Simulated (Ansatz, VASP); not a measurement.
## Two plane-wave programs on TaN

```
Ta N
1.0
     0.00000    2.17900    2.17900
     2.17900    0.00000    2.17900
     2.17900    2.17900    0.00000
Ta N
1 1
Cartesian
  2.1790 2.1790 2.1790
  0.0000 0.0000 0.0450
```

Change from the starting cell: one atom moved.

Alike in both runs: task single point; functional PBE; k mesh 14 × 14 × 14; occupations gaussian, width 0.1 eV; no spin polarisation.

```csv
,VASP,Ansatz
version,VASP 6.6.1,Ansatz 0.2.0
potentials or method,"VASP PAW PBE potentials, release 64 (Ta_pv, N)","scalar-relativistic, plane waves, PAW"
plane-wave cutoff (eV),520,420
valence electrons in the cell,16,18
```

Ansatz gave:

* gap on the k mesh at the Fermi level (eV): none
* pressure (GPa): 14.9
* largest component of the traceless stress (GPa): 0.76
* rms of the force components (eV/Å): 0.235

Task: Estimate VASP's values.

Result: gap on the k mesh at the Fermi level (eV): none; pressure (GPa): 15.9; largest component of the traceless stress (GPa): 0.78; rms of the force components (eV/Å): 0.236.

Atom by atom the forces differ by 0.001 eV/Å (rms over components). A gap of «none» marks a metal or a gap that the smearing closes. The functional is the same, so the differences come from potentials, cutoffs and numerics. The two sets of potentials don't hold the same shells in valence.

Caveats: so large a pressure means that the cell lies far from this level's equilibrium, or that cutoff or potentials fall short (VASP). Spin-orbit coupling is left out, which matters for the levels of Ta.
